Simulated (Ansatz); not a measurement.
ZrH2:

```
CELL_PARAMETERS angstrom
0.00000 2.40923 2.40923
2.40923 0.00000 2.40923
2.40923 2.40923 0.00000
ATOMIC_POSITIONS crystal
Zr 0.00000 0.00000 0.00000
H 0.25000 0.25000 0.25000
H 0.75000 0.75000 0.75000
```

The cell is a database's computed one.

Base run:

- Program: Ansatz 0.2.0
- Functional: PBEsol
- Potentials or basis: all-electron LAPW, scalar-relativistic
- Cutoff: 225 eV (chosen from the basis error)
- Basis error allowed: 0.002 eV/atom
- k mesh: 10 × 10 × 10
- Occupations: fermi-dirac, width 0.05 eV
- Spin: no spin polarisation

Its results: pressure -4.6 GPa.

**Question.** The run is repeated on the same cell with these changes: functional from PBEsol to LDA. What comes out?

**Answer.** Pressure -7.0 GPa.

LDA binds more tightly than PBEsol, so the same cell stands under less pressure.
